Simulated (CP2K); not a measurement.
SnSe:

```xyz
8
Lattice="11.4200 0.0000 0.0000 0.0000 4.1900 0.0000 0.0000 0.0000 4.4600" Properties=species:S:1:pos:R:3 pbc="T T T"
Sn   10.0153    3.1425    4.0541
Sn    7.1147    1.0475    1.8241
Sn    4.3053    3.1425    2.6359
Sn    1.4047    1.0475    0.4059
Se    7.3431    3.1425    4.3886
Se    9.7869    1.0475    2.1586
Se    1.6331    3.1425    2.3014
Se    4.0769    1.0475    0.0714
```

Base run:

| Quantity | Value |
| --- | --- |
| Program | CP2K 2026.2 |
| Functional | LDA |
| Potentials or basis | POTENTIAL_UZH Sn GTH-PBE-q4, Se GTH-PBE-q6; DZVP-MOLOPT-PBE-GTH basis |
| Density cutoff | 9184 eV |
| k mesh | 2 × 5 × 5 |
| Occupations | fermi-dirac, width 0.05 eV |
| Spin | no spin polarisation |

Its results: pressure 2.1 GPa; largest force 0.494 eV/Å.

Task: The run is repeated on the same cell with these changes: functional from LDA to PW91. What comes out?

Result: Pressure 3.7 GPa; largest force 0.388 eV/Å.

PW91 binds less tightly than LDA, so the same cell stands under more pressure.

Caveats: the potentials were made for another functional, which shifts forces and pressure; the basis of atomic orbitals isn't converged, which shifts pressures, moduli and gaps.
